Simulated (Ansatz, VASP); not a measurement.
# C: VASP beside Ansatz

```
C
1.0
     2.49909    0.00000    0.00000
    -1.24955    2.16428    0.00000
     0.00000    0.00000    4.11898
C
4
Direct
  0.33333 0.66667 0.99974
  0.66667 0.33333 0.49974
  0.33333 0.66667 0.37426
  0.66667 0.33333 0.87426
```

Change from the starting cell: strained cell.

Alike in both runs: functional PBEsol; k mesh 9 × 9 × 6; occupations gaussian, width 0.02 eV; no spin polarisation.

Ansatz relaxed the structure, and its values are those at the end. VASP's run is a single point on that final structure, the one shown.

|  | VASP | Ansatz |
| --- | --- | --- |
| version | VASP 6.6.1 | Ansatz 0.2.0 |
| potentials or method | VASP PAW PBE potentials, release 64 (C) | scalar-relativistic, plane waves, PAW |
| plane-wave cutoff (eV) | 520 | 420 |
| valence electrons in the cell | 16 | 16 |

Ansatz gave:

| Item | Value |
| --- | --- |
| gap on the k mesh at the Fermi level (eV) | 3.05 |
| least direct gap on the mesh (eV) | 4.82 |
| pressure (GPa) | 4.6 |

Question: What did VASP give for the same quantities?

Answer: gap on the k mesh at the Fermi level (eV): 3.03; least direct gap on the mesh (eV): 4.81; pressure (GPa): 5.8.

Ansatz warned: «pseudo_functional_mismatch».

Caveats: the PAW data sets were made with another functional, which shifts forces and pressure a little (VASP); an odd mesh through Γ misses points on the zone boundary, where band edges often lie.
